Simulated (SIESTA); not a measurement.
Runs of SIESTA 5.4.2 on YN. The structure is cubic, space group Fm-3m (No. 225). The conventional cell has a = 4.877 Å, b = 4.877 Å, c = 4.877 Å, α = 90.00°, β = 90.00°, γ = 90.00°. Y (site symmetry m-3m) is surrounded by 6 N at 2.44 Å. N (site symmetry m-3m) has 6 Y at 2.44 Å as nearest neighbours. 

```csv
level,potentials or basis,spin,gap on the mesh (eV),pressure (GPa)
vdW-DF2,"PseudoDojo 0.4 standard (PBE files), DZP (energy shift 0.003 Ry; two zetas on semicore shells)",off,(a),13.4
PBE,"PseudoDojo 0.4 standard (PBE files), DZP (energy shift 0.003 Ry; two zetas on semicore shells)",off,0.12,4.6
vdW-DF-C09,"PseudoDojo 0.4 standard (PBE files), DZP (energy shift 0.003 Ry; two zetas on semicore shells)",off,-,-0.2
vdW-DF-cx,"PseudoDojo 0.4 standard (PBE files), DZP (energy shift 0.003 Ry; two zetas on semicore shells)",off,0.08,0.5
PBE,"PseudoDojo 0.4 standard (PBE files, fully relativistic), DZP (energy shift 0.003 Ry; two zetas on semicore shells)","non-collinear, zero start, SOC",(b),4.6
```

Alike in all rows: task band structure; cell as given; k mesh 9 × 9 × 9; smearing fermi-dirac 0.05 eV; grid cutoff 800 Ry; energy shift 0.003 Ry.

Task: Fill in the values left out.

Result: (a) 0.27; (b) 0.10.

Caveats: the basis of atomic orbitals isn't converged, which shifts pressures, moduli and gaps; the potentials were made for another functional, which shifts forces and pressure (some runs).

A k mesh can miss the band edges, and rows without SOC leave out spin-orbit coupling on Y.
